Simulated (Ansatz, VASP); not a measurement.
**One calculation of S, two programs**

File INCAR:

```
PREC     = Accurate       # precision mode
ENCUT    = 520            # plane-wave cutoff, eV
EDIFF    = 1E-7           # SCF threshold, eV
ISMEAR   = -1             # smearing method
SIGMA    = 0.08           # smearing width, eV
LREAL    = False          # projectors in reciprocal space
LASPH    = True           # aspherical terms in the spheres
NELM     = 80             # most SCF steps
ALGO     = Normal         # electronic algorithm
ISIF     = 2              # what is computed and relaxed
LWAVE    = False          # write WAVECAR
LCHARG   = True           # write CHGCAR
GGA      = PE             # functional
LELF     = True           # ELF
LVHAR    = True         
NBANDS   = 13             # bands
```

The input KPOINTS:

```
Automatic mesh
0
Gamma
  13 13 13
```

POSCAR

```
S
1.0
    0.0000000000      2.2182360380      2.2182360380
    2.2182360380      0.0000000000      2.2182360380
    2.2182360380      2.2182360380      0.0000000000
S
2
Direct
   -0.1250000000     -0.1250000000     -0.1250000000
    0.1250000000      0.1250000000      0.1250000000
```

Input for Ansatz:

```yaml
crystal:
  lattice:
    - [0.0, 2.218236038, 2.218236038]
    - [2.218236038, 0.0, 2.218236038]
    - [2.218236038, 2.218236038, 0.0]
  atoms:
    - { symbol: S, position: [-0.125, -0.125, -0.125] }
    - { symbol: S, position: [0.125, 0.125, 0.125] }
kpoints:
  mp_grid: { grid: [13, 13, 13] }
scf:
  occupations: { method: fermi_dirac, width: 0.08 }
hamiltonian:
  xc: pbe
  pseudopotentials: { kind: all_electron, lapw: { basis_error: 0.001 } }
output:
  forces: true
  stress: true
  eigenvalues: true
  populations: true
```

Change from the starting cell: volume scaled by 0.45, LAPW.

Alike in both runs: task single point; functional PBE; k mesh 13 × 13 × 13; occupations fermi-dirac, width 0.08 eV; no spin polarisation.

```csv
,VASP,Ansatz
version,VASP 6.6.1,Ansatz 0.2.0
potentials or method,"VASP PAW PBE potentials, release 64 (S)","all-electron LAPW, scalar-relativistic"
plane-wave cutoff (eV),520,see its input
```

|  | VASP | Ansatz | Ansatz less VASP |
| --- | --- | --- | --- |
| pressure (GPa) | 113.1 | 114.6 | +1.49 |

Ansatz ran all-electron here, so the differences hold the error of VASP's frozen core and of both bases.

Caveats: the cell as given lies far from equilibrium; so large a pressure means that the cell lies far from this level's equilibrium, or that cutoff or potentials fall short (VASP).
